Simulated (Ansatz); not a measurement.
The HOMO–LUMO gap down a group: C to Sn

One atom is swapped for its congeners: C4H8 (1-butene) `C=CCC`; C3H8Si (prop-2-enylsilane) `C=CC[SiH3]`; C3H8Ge `C=C[CH2][GeH3]`; C3H8Sn `C=C[CH2][SnH3]`. All are singlets with charge 0.

Shapes, held fixed at every level: PBE0-D4/def2-TZVP. Flexible molecules stand in one conformer, not always the lowest. Programs: Ansatz 0.2.0. Values in eV.

```tsv
level	C4H8	C3H8Si	C3H8Ge	C3H8Sn
PBE-D4/def2-TZVPP	5.60	5.67	5.16	4.81
r2SCAN-D4/def2-TZVPP	6.06	6.13	5.58	5.23
B3LYP-D4/def2-TZVPP	7.29	7.38	6.77	6.30
PBE0-D4/def2-TZVPP	7.76	7.85	7.22	6.74
wB97M-V/def2-TZVPP	12.07	12.12	11.41	10.45
wB97X-V/def2-TZVPP	12.34	12.47	11.67	10.88
```

At wB97X-V/def2-TZVPP the HOMO–LUMO gap isn't monotonic: it is largest for Si and smallest for Sn (12.47 and 10.88 eV). Every level shows the same order. For atoms past krypton def2 sets carry core potentials with scalar relativity. Relativity is left out for Ge unless named. Orbital gaps aren't excitation energies, and the LUMO depends on the basis.

The main change comes below silicon: the gap narrows markedly at germanium and again at tin, whereas carbon and silicon are nearly level, 7.76 and 7.85 eV with PBE0. In these allyl compounds the C=C π orbital can mix with the C–X σ bond. Down the group that bond weakens, its σ level rises and its σ* level falls, which probably closes the gap from both sides.

The slight widening at silicon runs against the familiar β-silicon effect, in which the C–Si bond donates into the π system and raises the HOMO. That donation requires the C–Si bond to stand roughly perpendicular to the alkene plane, so a geometry with the bond near that plane would suppress it and is the likely cause. The order of carbon and silicon is therefore weak evidence about the substituents' intrinsic donor strength, while the drop towards tin is much larger and survives every change of functional. Gaps alone do not show how much of that drop comes from the HOMO and how much from the LUMO.
